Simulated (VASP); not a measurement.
Crystal: CdS (Greenockite).

```
Cd S
1.0
     4.15000    0.00000    0.00000
    -2.07500    3.59401    0.00000
     0.00000    0.00000    6.73700
Cd S
2 2
Direct
  0.66667 0.33333 0.50000
  0.33333 0.66667 0.00000
  0.66667 0.33333 0.87500
  0.33333 0.66667 0.37500
```

Base run:

- Program: VASP 6.6.1
- Functional: revTPSS
- Potentials or basis: VASP PAW PBE potentials, release 64 (Cd, S)
- Cutoff: 520 eV
- k mesh: 7 × 7 × 4
- Occupations: fermi-dirac, width 0.05 eV
- Spin: no spin polarisation

Its results: band gap on the k mesh 1.34 eV, direct; pressure 1.6 GPa; largest force 0.076 eV/Å.

Q: The run is repeated on the same cell with these changes: functional from revTPSS to MS2. What comes out?

A: Band gap on the k mesh 1.55 eV, direct; pressure 0.9 GPa; largest force 0.070 eV/Å.

Caveats: the PAW data sets were made with another functional, which shifts forces and pressure a little.
